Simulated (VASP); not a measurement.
Here is a VASP 6.6.1 calculation.

File INCAR:

```
SYSTEM = ZnO
PREC = Accurate
ENCUT = 520
EDIFF = 1E-6
ISMEAR = 0
SIGMA = 0.05
LREAL = .False.
LASPH = .True.
NELM = 100
ALGO = Normal
ISIF = 2
LWAVE = .False.
LCHARG = .False.
GGA = PE
NBANDS = 26
```

The input KPOINTS:

```
Automatic mesh
0
Gamma
  9 9 6
  0 0 0
```

Contents of POSCAR:

```
ZnO
1.0
    3.2797238684      0.0000000000      0.0000000000
   -1.6398619342      2.8403241874      0.0000000000
    0.0000000000      0.0000000000      5.2937796598
Zn O
2 2
Direct
    0.3333333333      0.6666666667     -0.0005384615
    0.6666666667      0.3333333333      0.4994615385
    0.3333333333      0.6666666667      0.3888733766
    0.6666666667      0.3333333333      0.8888733766
```

Potentials or basis: VASP PAW PBE potentials, release 64 (Zn, O).

The run is started by

```sh
$ cat potpaw_PBE.64/Zn/POTCAR potpaw_PBE.64/O/POTCAR > POTCAR
$ mpirun -np 1 vasp_std > vasp.out
```

(1) Estimate the largest force.

(2) Predict the band gap on the k mesh.

(3) Estimate the pressure.

Results:

(1) 0.270 eV/Å.

(2) 0.73 eV, direct.

(3) 1.1 GPa.
